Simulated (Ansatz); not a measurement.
Slab: MoS2, a slab with vacuum.

```
Mo S
1.0
     3.18454    0.00000    0.00000
    -1.59227    2.75789    0.00000
     0.00000    0.00000   21.67053
Mo S
2 4
Direct
  0.33333 0.66667 0.85116
  0.66667 0.33333 0.14884
  0.66667 0.33333 0.77963
  0.33333 0.66667 0.07725
  0.66667 0.33333 0.92275
  0.33333 0.66667 0.22037
```

Base run:

```yaml
Program: Ansatz 0.2.0
Functional: r2SCAN
Potentials_or_basis: Ansatz PAW
Cutoff: "500 eV (not typed: the program's choice for these potentials)"
k_mesh: 10 × 10 × 2
Occupations: fermi-dirac, width 0.05 eV
Spin: spin-orbit coupling, no magnetisation
```

Its results: band gap on the k mesh 1.46 eV, indirect (least direct gap 1.95 eV); largest force 0.036 eV/Å.

Question: The run is repeated on the same cell with these changes: functional from r2SCAN to PBE; cutoff from 500 eV (not typed: the program's choice for these potentials) to 300 eV; spin from spin-orbit coupling, no magnetisation to no spin polarisation; potential files from those of the base run to others of the same set. What comes out?

Answer: Band gap on the k mesh 1.38 eV, indirect (least direct gap 1.89 eV); largest force 0.255 eV/Å.

Several settings changed at once, so the effect can't be laid on one alone.

Caveats: the k mesh misses the band edges, so the gap on the mesh is wider than the one along the path (some runs); the PAW data sets come from PBE, with cores solved anew for the run's functional, which leaves a small shift of forces and pressure (some runs); the cutoff lies under the one recommended for these potentials (some runs).
